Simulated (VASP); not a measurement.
Here is a VASP 6.6.1 calculation.

File INCAR:

```
SYSTEM = Ag
PREC = Accurate
ENCUT = 520
EDIFF = 1E-7
ISMEAR = -1
SIGMA = 0.05
LREAL = .False.
LASPH = .True.
NELM = 80
ALGO = Normal
ISIF = 2
LWAVE = .False.
LCHARG = .False.
LMAXMIX = 4
METAGGA = LAK
LMIXTAU = .True.
NBANDS = 12
```

Contents of KPOINTS:

```
regular mesh
0
Gamma
  11 11 11
  0 0 0
```

The input POSCAR:

```
Ag
1.0
    0.0000000000      2.0427500000      2.0427500000
    2.0427500000      0.0000000000      2.0427500000
    2.0427500000      2.0427500000      0.0000000000
Ag
1
Direct
    0.0000000000      0.0000000000      0.0000000000
```

The input KPOINTS_OPT:

```
path GXWKGLUWLK,UX
10
line-mode
reciprocal
 0.0000000000  0.0000000000  0.0000000000  G
 0.5000000000  0.0000000000  0.5000000000  X

 0.5000000000  0.0000000000  0.5000000000  X
 0.5000000000  0.2500000000  0.7500000000  W

 0.5000000000  0.2500000000  0.7500000000  W
 0.3750000000  0.3750000000  0.7500000000  K

 0.3750000000  0.3750000000  0.7500000000  K
 0.0000000000  0.0000000000  0.0000000000  G

 0.0000000000  0.0000000000  0.0000000000  G
 0.5000000000  0.5000000000  0.5000000000  L

 0.5000000000  0.5000000000  0.5000000000  L
 0.6250000000  0.2500000000  0.6250000000  U

 0.6250000000  0.2500000000  0.6250000000  U
 0.5000000000  0.2500000000  0.7500000000  W

 0.5000000000  0.2500000000  0.7500000000  W
 0.5000000000  0.5000000000  0.5000000000  L

 0.5000000000  0.5000000000  0.5000000000  L
 0.3750000000  0.3750000000  0.7500000000  K

 0.6250000000  0.2500000000  0.6250000000  U
 0.5000000000  0.0000000000  0.5000000000  X
```

Potentials or basis: VASP PAW PBE potentials, release 64 (Ag).

Run with:

```sh
$ cat potpaw_PBE.64/Ag/POTCAR > POTCAR
$ mpirun -np 1 vasp_std > vasp.out
```

**Question.** What does it give for the band gap along the path?

**Answer.** None (metal or under the smearing width).

**Question.** Estimate the pressure.

**Answer.** 12.4 GPa.

Levels at the corners of the path, in eV from the Fermi level:
```
point  band 2  band 3  band 4  band 5  band 6  band 7  band 8  band 9
    Γ   -5.67   -5.67   -5.67   -4.65   -4.65   16.23   20.07   20.07
    X   -7.18   -3.89   -3.63   -3.63    1.55    6.68   10.97   10.97
    X   -7.18   -3.89   -3.63   -3.63    1.55    6.68   10.97   10.97
    W   -5.91   -5.91   -4.63   -3.63    5.96    5.96    7.17    8.05
    W   -5.91   -5.91   -4.63   -3.63    5.96    5.96    7.17    8.05
    K   -6.42   -4.90   -4.43   -3.92    4.22    5.26    7.10   13.12
    K   -6.42   -4.90   -4.43   -3.92    4.22    5.26    7.10   13.12
    Γ   -5.67   -5.67   -5.67   -4.65   -4.65   16.23   20.07   20.07
    Γ   -5.67   -5.67   -5.67   -4.65   -4.65   16.23   20.07   20.07
    L   -5.70   -5.70   -3.85   -3.85   -0.59    3.45   15.38   18.49
    L   -5.70   -5.70   -3.85   -3.85   -0.59    3.45   15.38   18.49
    U   -6.42   -4.90   -4.43   -3.92    4.22    5.26    7.10   13.12
    U   -6.42   -4.90   -4.43   -3.92    4.22    5.26    7.10   13.12
    W   -5.91   -5.91   -4.63   -3.63    5.96    5.96    7.17    8.05
    W   -5.91   -5.91   -4.63   -3.63    5.96    5.96    7.17    8.05
    L   -5.70   -5.70   -3.85   -3.85   -0.59    3.45   15.38   18.49
    L   -5.70   -5.70   -3.85   -3.85   -0.59    3.45   15.38   18.49
    K   -6.42   -4.90   -4.43   -3.92    4.22    5.26    7.10   13.12
    U   -6.42   -4.90   -4.43   -3.92    4.22    5.26    7.10   13.12
    X   -7.18   -3.89   -3.63   -3.63    1.55    6.68   10.97   10.97
```

Caveat: the PAW data sets were made with another functional, which shifts forces and pressure a little.
